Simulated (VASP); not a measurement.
Crystal: Br.

```
Br
1.0
     3.36325   -2.32255    0.00000
     3.36325    2.32255    0.00000
     0.00000    0.00000    8.70230
Br
4
Direct
  0.36510 0.63490 0.39010
  0.13490 0.86510 0.89010
  0.63490 0.36510 0.60990
  0.86510 0.13490 0.10990
```

| Property | Result |
| --- | --- |
| Program | VASP 6.6.1 |
| Task | relaxation of cell and atoms |
| Functional | PBE |
| Potentials or basis | VASP PAW PBE potentials, release 64 (Br) |
| Cutoff | 600 eV |
| k mesh | 6 × 6 × 4 |
| Occupations | gaussian, width 0.02 eV |
| Spin | no spin polarisation |

At the start: pressure 1.8 GPa; volume 33.99 Å³/atom.

Q: How do energy, volume and symmetry change on relaxing?

A: Over 13 steps the energy falls by 48.6 meV/atom and the volume is 39.20 Å³/atom (+15.3 %); space group Cmce (No. 64, to 0.05 Å).

Step by step:
```
step  energy change (eV)  largest force (eV/Å)  pressure (GPa)  volume (Å³)
   1              0.0000                0.8827            1.85       135.95
   2              0.0060                0.6165           -1.64       143.80
   3             -0.0571                0.1000           -0.03       139.56
   4             -0.0745                0.0930           -0.04       140.09
   5             -0.1182                0.0762            0.00       141.56
   6             -0.1590                0.1073            0.45       143.96
   7             -0.1565                0.3587           -0.68       149.64
   8             -0.1651                0.1550           -0.08       146.49
   9             -0.1785                0.1206           -0.11       149.41
  10             -0.1935                0.0400           -0.09       155.77
  11             -0.1941                0.0280           -0.07       157.10
  12             -0.1909                0.1442            0.40       155.44
  13             -0.1942                0.0068            0.02       156.80
```

Final structure:
```
Br
1.0
     4.21747   -2.13474    0.00000
     4.21747    2.13474    0.00000
     0.00000    0.00000    8.70829
Br
4
Direct
  0.35760 0.64240 0.38177
  0.14240 0.85760 0.88177
  0.64240 0.35760 0.61823
  0.85760 0.14240 0.11823
```

Caveat: the volume moved by over 15 % at a fixed basis, so the end points are rough; the volume moved by +15 % from the deposited cell, more than functionals usually miss.
